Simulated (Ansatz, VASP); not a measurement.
SnO in VASP and in Ansatz

The input INCAR:

```
SYSTEM = SnO
  PREC = Accurate
  ENCUT = 520
  EDIFF = 1E-6
  ISMEAR = -1
  SIGMA = 0.02
  LREAL = .False.
  LASPH = .True.
  NELM = 100
  ALGO = Normal
  ISIF = 2
  LWAVE = .False.
  LCHARG = .False.
  NBANDS = 28
```

File KPOINTS:

```
regular mesh
0
Gamma
  6 6 5
  0 0 0
```

The input POSCAR:

```
SnO
1.0
    3.7243863853      0.0000000000      0.0000000000
    0.0000000000      3.7243863853      0.0000000000
    0.0000000000      0.0000000000      4.7372784218
Sn O
2 2
Direct
    0.0000000000      0.5000000000      0.2385000000
    0.5000000000      0.0000000000      0.7615000000
    0.0000000000      0.0000000000      0.0000000000
    0.5000000000      0.5000000000      0.0000000000
```

Input for Ansatz:

```yaml
crystal:
  lattice:
    - [3.7243863853, 0.0, 0.0]
    - [0.0, 3.7243863853, 0.0]
    - [0.0, 0.0, 4.7372784218]
  atoms:
    - { symbol: Sn, position: [0.0, 0.5, 0.2385] }
    - { symbol: Sn, position: [0.5, 0.0, 0.7615] }
    - { symbol: O, position: [0.0, 0.0, 0.0] }
    - { symbol: O, position: [0.5, 0.5, 0.0] }
kpoints:
  mp_grid: { grid: [6, 6, 5] }
  band_path:
    path:
      - [0.0, 0.0, 0.0]
      - [0.0, 0.5, 0.0]
      - [0.5, 0.5, 0.0]
      - [0.0, 0.0, 0.0]
      - [0.0, 0.0, 0.5]
      - [0.0, 0.5, 0.5]
      - [0.5, 0.5, 0.5]
      - [0.0, 0.0, 0.5]
      - [0.0, 0.5, 0.0]
    npoints: 5
scf:
  occupations: { method: fermi_dirac, width: 0.02 }
hamiltonian:
  xc: lda
  pseudopotentials: { kind: all_electron, lapw: { basis_error: 0.0005 } }
output:
  forces: true
  stress: true
  eigenvalues: true
```

Change from the starting cell: volume scaled by 0.94.

Alike in both runs: task single point; functional LDA; k mesh 6 × 6 × 5; occupations fermi-dirac, width 0.02 eV; no spin polarisation.

|  | VASP | Ansatz |
| --- | --- | --- |
| version | VASP 6.6.1 | Ansatz 0.2.0 |
| potentials or method | VASP PAW LDA potentials, release 64 (Sn_d, O) | all-electron LAPW, scalar-relativistic |
| plane-wave cutoff (eV) | 520 | see its input |

```csv
,VASP,Ansatz,Ansatz less VASP
pressure (GPa),3.9,3.5,-0.43
largest component of the traceless stress (GPa),0.83,0.82,-0.003
rms of the force components (eV/Å),0.336,0.285,-0.0510
```

Atom by atom the forces differ by 0.051 eV/Å (rms over components). Ansatz ran all-electron here, so the differences hold the error of VASP's frozen core and of both bases.
